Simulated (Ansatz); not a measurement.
Hf: a fit and a missing row

Hf, Im-3m, a = 3.491 Å. This isn't the element's structure at ambient conditions. Ansatz: PBEsol, PAW, 420 eV, Γ-centred 16×16×16 mesh on 1 atom, Gaussian smearing 0.10 eV; no spin polarisation. Symmetry fixes shape and atoms, so the cell is only scaled; pressure is positive in compression.

| V (Å³/atom) | P (GPa) |
| --- | --- |
| 19.990 | 7.32 |
| 20.628 | 3.43 |
| 21.266 | 0.00 |
| 21.904 | ? |
| 22.542 | -5.71 |

Task: Take V0 = 21.266 Å³/atom, fit the third-order Birch–Murnaghan form to the other rows, and predict the missing pressure.

Result: With the Eulerian strain f = ½[(V0/V)^(2/3) − 1] and y = P/[3f(1 + 2f)^(5/2)], the form is the line y = B0 + 1.5 B0 (B0′ − 4) f. Rows (f, y): 0.02106, 104.5; 0.01026, 105.9; -0.01905, 110.1. Means f = 0.004090, y = 106.83; Σ(Δf)² = 0.0008615, ΣΔfΔy = -0.1209; the slope is their ratio. y = 107.4 − 140.4 f GPa, so B0 = 107.4 GPa and B0′ = 4 + 2 × (-140.4)/(3 × 107.4) = 3.13. At V = 21.904, f = -0.00976, y = 108.77 and P = -3.03 GPa. The run gave -3.04 GPa, so the fit is 0.01 GPa too high, a small miss on the scale of the series.

Spin–orbit coupling is left out, which can shift energies with elements as heavy as these.